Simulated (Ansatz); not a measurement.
PbS:

```
CELL_PARAMETERS angstrom
2.07995 -5.99130 0.00000
2.07995 5.99130 0.00000
0.00000 0.00000 4.27932
ATOMIC_POSITIONS crystal
Pb 0.13056 0.86944 0.25000
Pb 0.86944 0.13056 0.75000
S 0.35480 0.64520 0.25000
S 0.64520 0.35480 0.75000
```

Measurements of this composition are mostly on another form, of space group No. 225.

- Program: Ansatz 0.2.0
- Task: single point
- Functional: PBE
- Potentials or basis: Ansatz PAW
- Cutoff: 420 eV (not typed: the program's choice for these potentials)
- k mesh: 7 × 7 × 6
- Occupations: fermi-dirac, width 0.05 eV
- Spin: no spin polarisation

On this cell: pressure 1.1 GPa; largest force 0.102 eV/Å; band gap on the k mesh 1.25 eV, indirect (least direct gap 1.43 eV).

The same run follows on a disturbed copy (atoms moved at random, drawn with an rms of 0.05 Å):

```
Pb S
1.0
     2.07995   -5.99130    0.00000
     2.07995    5.99130    0.00000
     0.00000    0.00000    4.27932
Pb S
2 2
Direct
  0.13494 0.88032 0.24860
  0.86171 0.12363 0.75282
  0.36449 0.66484 0.24715
  0.63820 0.34806 0.75218
```

Task: What does the disturbed cell give?

Result: The energy moves by +3.5 meV/atom; pressure 1.2 GPa; largest force 0.274 eV/Å; band gap on the k mesh 1.23 eV, indirect (least direct gap 1.47 eV).

Forces on the atoms (eV/Å):
```
Pb  -0.033  0.114  0.016
Pb   0.047 -0.036 -0.019
S   -0.140 -0.232  0.035
S    0.127  0.154 -0.032
```

Stress tensor (GPa, compression positive):
```
 0.99  0.11 -0.07
 0.11  1.75 -0.08
-0.07 -0.08  0.85
```

Caveats: odd divisions of the mesh miss points on the zone boundary, where band edges often lie, so the gap on the mesh can be too wide; spin-orbit coupling is left out, which as a rule narrows the gap of such compounds by several tenths of an eV.

A k mesh can miss the band edges.
